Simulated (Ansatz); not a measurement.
# IrO2 at a changed volume — Ir-193 nuclear quadrupole resonance

Cell: an entry of the Crystallography Open Database (COD), relaxed with PBE at fixed cell and then changed (volume scaled by 0.98, ions relaxed).

```cif
data_IrO2
_symmetry_space_group_name_H-M 'P4_2/mnm'
_symmetry_Int_Tables_number 136
_cell_length_a 4.4688
_cell_length_b 4.4688
_cell_length_c 3.1249
_cell_angle_alpha 90.000
_cell_angle_beta 90.000
_cell_angle_gamma 90.000
loop_
_atom_site_label
_atom_site_type_symbol
_atom_site_symmetry_multiplicity
_atom_site_Wyckoff_symbol
_atom_site_fract_x
_atom_site_fract_y
_atom_site_fract_z
Ir Ir 2 a 0.0000 0.0000 0.0000
O O 4 f 0.3078 0.3078 0.0000
```

One atom of each set is listed.

The numbers come from a DFT calculation in Ansatz (PBE, plane waves and PAW, scalar-relativistic, collinear spin, 420 eV cutoff, Γ-centred 10×10×15 k-points, Fermi–Dirac smearing 0.05 eV). Start moments as typed (μB): 1 on each Ir, none on the rest.

Ir-193: I = 3/2, Q = 751.0 mb (year-2017 value). Static lattice, zero field.

(1) Predict the zero-field Ir-193 lines of each site.

(2) And for 191Ir (I = 3/2, Q = 816.0 mb) on Ir?

Answers

(1) For I = 3/2 there is one line, ν = (|C_Q|/2)(1 + η²/3)^½.

| site | atoms | V_zz (10²¹ V/m²) | C_Q (MHz) | η | line frequencies (MHz) |
| --- | --- | --- | --- | --- | --- |
| Ir | 2 | -13.24 | -240 | 0.65 | 128.3 |

(2) C_Q scales with Q to -261 MHz, with lines at 139.4 MHz.

The run finds no gap above 0.1 eV (a metal, or nearly one), so the gradients can move by 10 % or more with the k-mesh. Spin–orbit coupling is left out, which shifts gradients on Ir by a few per cent in wide-gap crystals, and can shift them far more where the calculated gap is small or absent, as here. Semilocal functionals can leave a metal where correlation in the d or f shell opens a gap in the real compound, and that would change the values at and beside Ir. At this changed cell the PBE pressure is 14 GPa. The start moments die out, and the run ends without spin.

The relaxation (2 steps) took 40 s of wall time (39 s of CPU time) and 0.96 GiB at its peak, on 1 thread of Intel Xeon 6975P-C (Granite Rapids) (x86_64; 16 cores open to the job, memory cap 3.0 GiB, no GPU), a shared host with a load of 0.1 a core.
